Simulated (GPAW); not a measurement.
Consider C (monolayer).

```
C
1.0
     7.38000    0.00000    0.00000
    -3.69000    6.39127    0.00000
     0.00000    0.00000   10.40000
C
18
Direct
  0.00000 0.00000 0.50000
  0.00000 0.33333 0.50000
  0.33333 0.00000 0.50000
  0.00000 0.66667 0.50000
  0.33333 0.33333 0.50000
  0.66667 0.00000 0.50000
  0.33333 0.66667 0.50000
  0.66667 0.33333 0.50000
  0.66667 0.66667 0.50000
  0.22222 0.11111 0.50000
  0.22222 0.44444 0.50000
  0.55556 0.11111 0.50000
  0.22222 0.77778 0.50000
  0.55556 0.44444 0.50000
  0.88889 0.11111 0.50000
  0.55556 0.77778 0.50000
  0.88889 0.44444 0.50000
  0.88889 0.77778 0.50000
```

Absorber: atom 1, with 3 C at 1.42 Å (trigonal planar). Method: GPAW, PBE, excited-electron core hole (neutral cell), 18-atom cell with 7.4 Å between holes, 5×5×1 k points, dipole transitions, Gaussian full width 0.9 eV up to 4 eV, rising linearly to 3.5 eV at 25 eV.

Question: What does the C K edge look like?

Main maxima up to 19 eV above the zero (height): 0.2 eV (1.29), 2.0 eV (0.50), 6.6 eV (2.49), 11.1 eV (1.36) and 15.7 eV (1.12). A K edge sees empty p states; at this planar three-fold site the curve for the electric vector normal to the plane peaks at 0.2 eV, where it is mainly π* that absorbs: that direction carries over 70 % of the weight there. The total-energy difference is 290.99 eV. One term is added: -6.71 eV, since the hole is spin-paired here and a spin-polarised one costs that much less in the free atom (computed apart). The photon energy is then 284.28 eV. The functional leaves an error of a few eV in such absolute values.

The C K spectrum (energy from the lowest empty level; intensity scaled to a mean of 1 over the first 19 eV):

| E (eV) | isotropic | ε ∥ x | ε ∥ z |
| --- | --- | --- | --- |
| -2.00 | 0.00 | 0.00 | 0.00 |
| -1.25 | 0.00 | 0.00 | 0.01 |
| -0.50 | 0.34 | 0.00 | 1.03 |
| 0.25 | 1.26 | 0.00 | 3.77 |
| 1.00 | 0.34 | 0.00 | 1.01 |
| 1.75 | 0.44 | 0.00 | 1.31 |
| 2.50 | 0.38 | 0.00 | 1.15 |
| 3.25 | 0.32 | 0.01 | 0.95 |
| 4.00 | 0.27 | 0.02 | 0.78 |
| 4.75 | 0.44 | 0.11 | 1.11 |
| 5.50 | 0.89 | 0.97 | 0.73 |
| 6.25 | 2.24 | 2.83 | 1.06 |
| 7.00 | 2.37 | 3.14 | 0.85 |
| 7.75 | 1.75 | 2.28 | 0.68 |
| 8.50 | 1.17 | 1.43 | 0.66 |
| 9.25 | 1.06 | 1.19 | 0.80 |
| 10.00 | 1.08 | 1.28 | 0.68 |
| 10.75 | 1.32 | 1.76 | 0.45 |
| 11.50 | 1.30 | 1.77 | 0.36 |
| 12.25 | 1.07 | 1.41 | 0.39 |
| 13.00 | 0.89 | 1.16 | 0.34 |
| 13.75 | 0.82 | 1.09 | 0.28 |
| 14.50 | 0.92 | 1.23 | 0.30 |
| 15.25 | 1.08 | 1.43 | 0.37 |
| 16.00 | 1.11 | 1.43 | 0.45 |
| 16.75 | 0.99 | 1.21 | 0.55 |
| 17.50 | 0.87 | 1.01 | 0.59 |
| 18.25 | 0.82 | 0.97 | 0.53 |
| 19.00 | 0.82 | 0.99 | 0.49 |
| 19.75 | 0.84 | 0.99 | 0.52 |

The unit cell's mesh shows no gap over 0.35 eV. That is right for a metallic compound; for a small-gap or correlated insulator it would be the fault of the functional or of the assumed magnetic order, and the hole would be screened too well. The first peak sits at the Fermi energy, where the partly filled level is cut, so its height is uncertain. Some eV above the zero the states pass the vacuum level, and features normal to the sheet may then be states of the box. Lifetime broadening is put in by hand, and intensities beyond about 20 eV depend on it and on the partial waves.

[Banner, clock and machine lines of the logs are left out without a mark of their own.]

[Logs are printed without paths, hosts, clocks, repeated set-up lines and the standing remarks that a program may print on its own settings, such as how far it seeks lower states.]

[Hosts, paths, dates, database ids (printed as entryN), source tags and the programs' standing remarks are cut or masked in the printed files.]

[Lists of maxima count a maximum above −3 eV only where it reaches 4 % of the highest in the window and stands out from its surroundings by 2 % of it (1.5 % where it reaches 55 %); shoulders and weaker maxima are passed over, and of the rest the first, up to two pre-edge ones and the few strongest are named.]
